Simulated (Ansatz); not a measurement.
**Guessed and relaxed cells of Li2Ta2O5**

The cell of Li2Ta2O5 is invented: ordered vacancies on the anion sites of perovskite (P4/mmm, No. 123) (occupants of the shared sites, in ratio, O: 5, vacant: 1). The dimensions are guesses.

start.cif

```cif
data_structure
_symmetry_space_group_name_H-M 'P 1'
_symmetry_Int_Tables_number 1
_cell_length_a 4.7852
_cell_length_b 4.7852
_cell_length_c 3.3837
_cell_angle_alpha 90.000
_cell_angle_beta 90.000
_cell_angle_gamma 90.000
_cell_volume 77.48
loop_
_atom_site_label
_atom_site_type_symbol
_atom_site_fract_x
_atom_site_fract_y
_atom_site_fract_z
_atom_site_occupancy
Li1 Li 0.50000 0.00000 0.50000 1
Li2 Li 0.00000 0.50000 0.50000 1
Ta1 Ta 0.00000 0.00000 0.00000 1
Ta2 Ta 0.50000 0.50000 0.00000 1
O1 O 0.00000 0.00000 0.50000 1
O2 O 0.25000 0.25000 0.00000 1
O3 O 0.75000 0.75000 0.00000 1
O4 O 0.25000 0.75000 0.00000 1
O5 O 0.75000 0.25000 0.00000 1
```

The calculation used DFT PBE, scalar-relativistic, plane waves, PAW in Ansatz 0.2.0. Cutoff 420 eV, Gaussian smearing, Γ-centred meshes. Cell and atoms relax first on a coarse mesh and then on a finer one. In between, the cell is made exact in the group found at 0.06 Å. In metals the finer mesh still leaves noise of several meV/atom or more. The steps can't lower the symmetry of their start. No spin polarisation in the relaxation; trial moments died out in a coarse test.

end.cif

```cif
data_structure
_symmetry_space_group_name_H-M 'P 1'
_symmetry_Int_Tables_number 1
_cell_length_a 5.5953
_cell_length_b 5.5953
_cell_length_c 3.8775
_cell_angle_alpha 90.000
_cell_angle_beta 90.000
_cell_angle_gamma 90.000
_cell_volume 121.40
loop_
_atom_site_label
_atom_site_type_symbol
_atom_site_fract_x
_atom_site_fract_y
_atom_site_fract_z
_atom_site_occupancy
Li1 Li 0.50000 0.00000 0.50000 1
Li2 Li 0.00000 0.50000 0.50000 1
Ta1 Ta 0.00000 0.00000 0.00000 1
Ta2 Ta 0.50000 0.50000 0.00000 1
O1 O 0.00000 0.00000 0.50000 1
O2 O 0.25391 0.25391 0.00000 1
O3 O 0.74609 0.74609 0.00000 1
O4 O 0.25391 0.74609 0.00000 1
O5 O 0.74609 0.25391 0.00000 1
```

The symmetry stays P4/mmm (No. 123). The volume per atom grows by 56.7 %, from 8.6 to 13.5 Å³. The shortest distance goes from 1.69 Å (Ta–O) to 1.94 Å (Ta–O). The energy falls by about 2.1 eV/atom (the start's value is from the coarse mesh).

| Item | Value |
| --- | --- |
| Volume per atom | 13.49 Å³ |
| Density | 6.23 g/cm³ |
| Energy over the elements | −2.26 eV/atom |
| Gap on the 8×8×10 mesh of the 9-atom cell | 0 eV (a metal) |

The zero of energy is the elements' standard structures at the same level (O₂ as a molecule); no fitted shifts are applied. A negative formation energy is needed for stability but isn't enough: competing phases decide.

The last run used Gaussian smearing of 0.10 eV. Spin–orbit coupling, which can matter for Ta, is left out. Symmetry constrained the relaxation, so the result can be a saddle point. In all, the 3 runs took 6.2 min on 1 thread of Arm Neoverse N1, on a shared host.
